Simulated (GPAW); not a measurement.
# BN: dielectric tensor with PBE

BN:

```xyz
2
Lattice="0.0000 3.4953 2.1661 1.2516 0.0000 2.1661 1.2516 3.4953 0.0000" Properties=species:S:1:pos:R:3 pbc="T T T"
N     1.2516    3.4953    2.8881
B     1.2516    3.4953    0.0002
```

Measurements of this composition are mostly on another form, of space group No. 194.

```yaml
Program: GPAW 26.7.0
Task: dielectric tensor
Functional: PBE
Potentials_or_basis: GPAW PAW data sets (gpaw-data 1.2.1)
Cutoff: 600 eV
Basis: pw
k_mesh: 10 × 10 × 10
Occupations: fermi-dirac, width 0.001 eV
Spin: no spin polarisation
Response_ecut: 80 eV
Maxiter: 150
Response_k_mesh: 17 × 17 × 17
Response_bands: 24
Kernels: "[\"RPA\"]"
Coarser_k_mesh: 17 × 17 × 17
```

```
Band gap on the k mesh                  : 3.90 eV, indirect (least direct gap 4.74 eV)
Electronic dielectric tensor (diagonal) : 4.46, 2.30, 4.47
```

Electronic dielectric tensor:
```
4.46 0.00 0.00
0.00 2.30 0.00
0.00 0.00 4.47
```

Wall time 14 min on 1 thread of Intel(R) Xeon(R) Processor @ 2.50GHz (Skylake/Cascade Lake) (shared host), peak memory 0.64 GiB.

Caveat: the long-wavelength limit can be off by a per cent or two; an odd mesh through Γ misses points on the zone boundary, where band edges often lie; the program warned that so skewed a cell can give wrong results.
